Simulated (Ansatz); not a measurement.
Zinc-blende AlSb was calculated with LDA (Ansatz, an electronic-structure program, plane waves, PAW).

Settings: plane-wave cutoff 520 eV, 10×10×10 k mesh, Fermi–Dirac smearing 0.01 eV, scalar-relativistic PAW data made under PBE.

Pressure at four volumes; x = ln(V/28.471 Å³). One pressure is withheld.

```json
[
 {"V (Å³/atom)": "26.763", "x": "-0.0619", "P (GPa)": "4.00"},
 {"V (Å³/atom)": "28.471", "x": "0.0000", "P (GPa)": "0.00"},
 {"V (Å³/atom)": "29.610", "x": "0.0392", "P (GPa)": "-2.03"},
 {"V (Å³/atom)": "30.179", "x": "0.0583", "P (GPa)": "?"}
]
```

Problem. Pass a parabola P(x) through the three rows shown, estimate the bulk modulus and its pressure derivative near zero pressure, and predict the withheld pressure.

Solution. Slopes between the rows: (0.00 − (4.00))/(0.0000 − (-0.0619)) = -64.62 and (-2.03 − (0.00))/(0.0392 − (0.0000)) = -51.79 GPa. Their difference over the span 0.1011 is c = 12.83/0.1011 = 126.9 GPa, so P(x) = 4.00 + (-64.62)(x − (-0.0619)) + 126.9 (x − (-0.0619))(x − (0.0000)). At the middle row B = −dP/dx = −[-64.62 + 126.9 × 0.0619] = 56.8 GPa, and B′ = dB/dP = 2c/B = 4.5. At x = 0.0583 the parabola gives -2.88 GPa; the run gives -2.89 GPa. The Birch–Murnaghan fit to the energies at all volumes has B0 = 56.4 GPa and B′ = 4.4.

Measured, for comparison: bulk modulus 58.2 GPa (temperature not stated, not corrected to a static lattice; as tabulated in Toher et al. (2017), arXiv:1611.05714). Computed (rounded) less measured: bulk modulus -3 %.

Spin–orbit coupling is not included.
